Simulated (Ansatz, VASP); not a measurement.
One calculation of SnSe, two programs

```xyz
2
Lattice="0.0000 2.8883 2.8883 2.8883 0.0000 2.8883 2.8883 2.8883 0.0000" Properties=species:S:1:pos:R:3 pbc="T T T"
Sn    0.0000    0.0000    0.0000
Se    2.8883    2.8883    2.8883
```

Change from the starting cell: volume scaled by 0.94, PAW files.

Alike in both runs: task single point; functional LDA; k mesh 14 × 14 × 14; occupations fermi-dirac, width 0.05 eV; no spin polarisation.

```csv
,VASP,Ansatz
version,VASP 6.6.1,Ansatz 0.2.0
potentials or method,"VASP PAW LDA potentials, release 64 (Sn_d, Se)","PAW with Ansatz's default frozen-core files, scalar-relativistic"
plane-wave cutoff (eV),520,420
valence electrons in the cell,20,30
```

Ansatz gave:

- pressure (GPa): 4.2

What did VASP give for the same quantities?

Pressure (GPa): 4.3.

The two sets of potentials don't hold the same shells in valence.
